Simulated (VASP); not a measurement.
**Input and output of a VASP r²SCAN single-point calculation on BN (strained wurtzite)**

INCAR

```
ISMEAR = 0
EDIFF = 1E-7
NELM = 120
NSW = 0
ALGO = Normal
SIGMA = 0.01
LELF = .TRUE.
LASPH = .TRUE.
PREC = Accurate
NBANDS = 16
ENCUT = 520
LREAL = .FALSE.
ISIF = 2
METAGGA = R2SCAN
LWAVE = .FALSE.
LCHARG = .TRUE.
IBRION = -1
```

KPOINTS

```
KPOINTS created by Atomic Simulation Environment
0
Gamma
12 12 6
0 0 0
```

KPOINTS_OPT

```
special points
8
Reciprocal
0.0000000000 0.0000000000 0.0000000000 1
0.5000000000 0.0000000000 0.0000000000 1
0.3333333333 0.3333333333 0.0000000000 1
0.0000000000 0.0000000000 0.5000000000 1
0.5000000000 0.0000000000 0.5000000000 1
0.3333333333 0.3333333333 0.5000000000 1
0.1000000000 0.0000000000 0.0000000000 1
0.3307290000 0.3333330000 0.0000000000 1
```

POSCAR

```
B  N
 1.0000000000000000
     2.5821092527000000    0.0000000000293005    0.0000000000000000
    -1.2910546263750000    2.2031253281853500    0.0000000000000000
     0.0000000000000000    0.0000000000000000    4.2078153384999997
 B   N
   2   2
Cartesian
 -0.0000000000166780  1.4697206491773263  0.0007465638077173
  1.2910546263416778  0.7334046790373242  2.1046542330577171
 -0.0000000000166361  1.4660538675610773  1.5771841881297826
  1.2910546263416358  0.7370714606535732  3.6810918573797822
```

VASP ran with the recommended PBE PAW datasets (16 valence electrons in the cell).

Command

```
mpirun -np 1 vasp_std
```

From OUTCAR

```
k-points           NKPTS =    172   k-points in BZ     NKDIM =    172   number of bands    NBANDS=     16

   NELECT =      16.0000    total number of electrons

   dimension x,y,z NGX =    20 NGY =   20 NGZ =   32
   dimension x,y,z NGXF=    40 NGYF=   40 NGZF=   64

  energy-cutoff  :      520.00
  volume of cell :       23.94
      direct lattice vectors                 reciprocal lattice vectors
     2.582109253  0.000000000  0.000000000     0.387280282  0.226950321  0.000000000
    -1.291054626  2.203125328  0.000000000    -0.000000000  0.453900642  0.000000000
     0.000000000  0.000000000  4.207815338     0.000000000  0.000000000  0.237653015

 k-points in reciprocal lattice and weights: KPOINTS created by Atomic Simulation Env
   0.00000000  0.00000000  0.00000000       0.001
   0.08333333  0.00000000  0.00000000       0.005
   0.16666667 -0.00000000  0.00000000       0.005
   0.25000000  0.00000000  0.00000000       0.005
   0.33333333  0.00000000  0.00000000       0.005
   0.41666667  0.00000000  0.00000000       0.005
   0.50000000  0.00000000  0.00000000       0.002
  -0.00000000  0.08333333  0.00000000       0.002
   ...

 E-fermi :   7.4119

 k-point     1 :       0.0000    0.0000    0.0000
  band No.  band energies     occupation
      1     -14.0761      2.00000
      2      -9.8394      2.00000
      3      -3.9309      2.00000
      4       4.9384      2.00000
      5       5.0639      2.00000
      6       6.9964      2.00000
      7       7.1863      2.00000
      8       7.2841      2.00000
      9      16.0650      0.00000
     10      16.2180      0.00000
     11      16.7053      0.00000
     12      17.1936      0.00000
     13      18.4258      0.00000
     14      19.7801      0.00000
     15      20.0302      0.00000
     16      24.5772      0.00000

 k-point     2 :       0.0833    0.0000    0.0000
  band No.  band energies     occupation
      1     -13.9234      2.00000
      2      -9.7247      2.00000
      3      -3.7793      2.00000
      4       4.2454      2.00000
      5       4.7545      2.00000
      6       6.6081      2.00000
      7       6.8407      2.00000
      8       7.1088      2.00000
      9      15.9500      0.00000
     10      16.5064      0.00000
     11      16.9263      0.00000
     12      17.6608      0.00000
     13      18.9841      0.00000
     14      19.8846      0.00000
     15      20.4293      0.00000
     16      24.3020      0.00000

 k-point     3 :       0.1667   -0.0000    0.0000
  band No.  band energies     occupation
      1     -13.4707      2.00000
      2      -9.3979      2.00000
      3      -3.3307      2.00000
      4       2.5298      2.00000
      5       4.0888      2.00000
      6       5.1433      2.00000
      7       6.3616      2.00000
      8       6.6852      2.00000
      9      15.5707      0.00000
     10      17.2397      0.00000
     11      17.3036      0.00000
     12      18.7269      0.00000
     13      19.6154      0.00000
     14      20.7724      0.00000
     15      21.6210      0.00000
     16      23.4798      0.00000

 k-point     4 :       0.2500    0.0000    0.0000
  band No.  band energies     occupation
      1     -12.7376      2.00000
      2      -8.9267      2.00000
      3      -2.6070      2.00000
      4       0.5173      2.00000
      5       3.3155      2.00000
      6       3.3450      2.00000
      7       5.5772      2.00000
      8       6.1370      2.00000
      9      15.1479      0.00000
     10      17.3977      0.00000
     11      17.9818      0.00000
     12      19.0025      0.00000
     13      20.1969      0.00000
     14      22.0932      0.00000
     15      23.1366      0.00000
     16      23.4945      0.00000

 k-point     5 :       0.3333    0.0000    0.0000
  band No.  band energies     occupation
      1     -11.7710      2.00000
      2      -8.4832      2.00000
      3      -1.6630      2.00000
      4      -1.2609      2.00000
      5       1.5053      2.00000
      6       2.7139      2.00000
      7       4.5283      2.00000
      8       5.6336      2.00000
      9      14.8078      0.00000
     10      16.8008      0.00000
     11      18.4058      0.00000
     12      19.5401      0.00000
     13      19.8999      0.00000
     14      23.4126      0.00000
     15      24.0103      0.00000
     16      24.6539      0.00000

 k-point     6 :       0.4167    0.0000    0.0000
  band No.  band energies     occupation
      1     -10.6971      2.00000
      2      -8.3998      2.00000
      3      -2.3248      2.00000
      4      -0.6907      2.00000
      5       0.0665      2.00000
      6       2.3035      2.00000
      7       3.3918      2.00000
      8       5.2914      2.00000
      9      14.6048      0.00000
     10      16.1418      0.00000
     11      18.5392      0.00000
     12      19.5139      0.00000
     13      20.4888      0.00000
     14      23.2854      0.00000
     15      24.3837      0.00000
     16      25.7658      0.00000

 k-point     7 :       0.5000    0.0000    0.0000
  band No.  band energies     occupation
      1     -10.0330      2.00000
      2      -8.6428      2.00000
      3      -2.5568      2.00000
      4      -0.7679      2.00000
      5       0.0633      2.00000
      6       2.1598      2.00000
      7       2.7572      2.00000
      8       5.1713      2.00000
      9      14.5414      0.00000
     10      15.8851      0.00000
     11      18.5587      0.00000
     12      19.4093      0.00000
     13      21.0831      0.00000
     14      22.7043      0.00000
     15      24.7230      0.00000
     16      26.1727      0.00000

 k-point     8 :      -0.0000    0.0833    0.0000
  band No.  band energies     occupation
      1     -13.9195      2.00000
      2      -9.7206      2.00000
      3      -3.7758      2.00000
      4       4.3619      2.00000
      5       4.6377      2.00000
      6       6.6834      2.00000
      7       6.8509      2.00000
      8       7.0214      2.00000
      9      15.9017      0.00000
     10      16.3860      0.00000
     11      16.9286      0.00000
     12      17.7462      0.00000
     13      18.9016      0.00000
     14      20.1616      0.00000
     15      20.2569      0.00000
     16      24.3133      0.00000

 k-point     9 :       0.0833    0.0833    0.0000
  band No.  band energies     occupation
      1     -13.6129      2.00000
      2      -9.4956      2.00000
      3      -3.4721      2.00000
      4       3.2216      2.00000
      5       4.0258      2.00000
      6       5.7718      2.00000
      7       6.5391      2.00000
      8       6.6650      2.00000
      9      15.9415      0.00000
     10      16.4900      0.00000
     11      17.2711      0.00000
     12      18.6145      0.00000
     13      19.5683      0.00000
     14      20.1181      0.00000
     15      21.4298      0.00000
     16      23.8537      0.00000

 k-point    10 :       0.1667    0.0833    0.0000
  band No.  band energies     occupation
      1     -13.0157      2.00000
      2      -9.0895      2.00000
      3      -2.8815      2.00000
      4       1.4612      2.00000
      5       3.0296      2.00000
      6       4.3822      2.00000
      7       5.9301      2.00000
      8       6.0763      2.00000
      9      15.8049      0.00000
     10      17.0006      0.00000
     11      17.7337      0.00000
     12      19.0983      0.00000
     13      20.1440      0.00000
     14      21.0093      0.00000
     15      22.8735      0.00000
     16      23.4823      0.00000

 k-point    11 :       0.2500    0.0833    0.0000
  band No.  band energies     occupation
      1     -12.1589      2.00000
      2      -8.6141      2.00000
      3      -2.0386      2.00000
      4      -0.3980      2.00000
      5       1.9021      2.00000
      6       2.9813      2.00000
      7       5.0257      2.00000
      8       5.4787      2.00000
      9      15.4636      0.00000
     10      17.0118      0.00000
     11      18.2255      0.00000
     12      19.3261      0.00000
     13      20.3276      0.00000
     14      22.5483      0.00000
     15      23.4542      0.00000
     16      24.2131      0.00000

 k-point    12 :       0.3333    0.0833    0.0000
  band No.  band energies     occupation
      1     -11.1188      2.00000
      2      -8.3239      2.00000
      3      -1.8283      2.00000
      4      -1.0360      2.00000
      5       0.5964      2.00000
      6       2.1048      2.00000
      7       3.9146      2.00000
      8       5.0103      2.00000
      9      15.2262      0.00000
     10      16.2076      0.00000
     11      18.5812      0.00000
     12      20.0370      0.00000
     13      20.4142      0.00000
     14      23.6345      0.00000
     15      23.8711      0.00000
     16      24.7456      0.00000

 ...

  Total       -1.9259218     -0.1299287      0.0288525     -0.0000000      0.0000000      0.0000000
  in kB     -128.9076645     -8.6965165      1.9311853     -0.0000000      0.0000000      0.0000000
  external PRESSURE =     -45.2243319 kB  Pullay stress =       0.0000000 kB

 POSITION                                       TOTAL-FORCE (eV/Angst)
 -----------------------------------------------------------------------------------
     -0.00000      1.46972      0.00075         0.000000     -0.002769      0.001069
      1.29105      0.73340      2.10465        -0.000000      0.002769      0.001069
     -0.00000      1.46605      1.57718         0.000000     -0.002719     -0.001069
      1.29105      0.73707      3.68109        -0.000000      0.002719     -0.001069
 -----------------------------------------------------------------------------------
    total drift:                                0.000000     -0.000000     -0.002354

  FREE ENERGIE OF THE ION-ELECTRON SYSTEM (eV)
  ---------------------------------------------------
  free  energy   TOTEN  =       -38.2538174024 eV

  energy  without entropy=      -38.2538174024  energy(sigma->0) =      -38.25381740
```

The gap between bands v and c is 5.72 eV and the least direct gap is 8.78 eV. The pressure is -4.5 GPa.

Band v is the last that the valence electrons fill when counted band by band, and c is the next.

The run took about 3 min on one core of a shared host (Intel Xeon Platinum 8488C) and held 0.21 GiB at most.
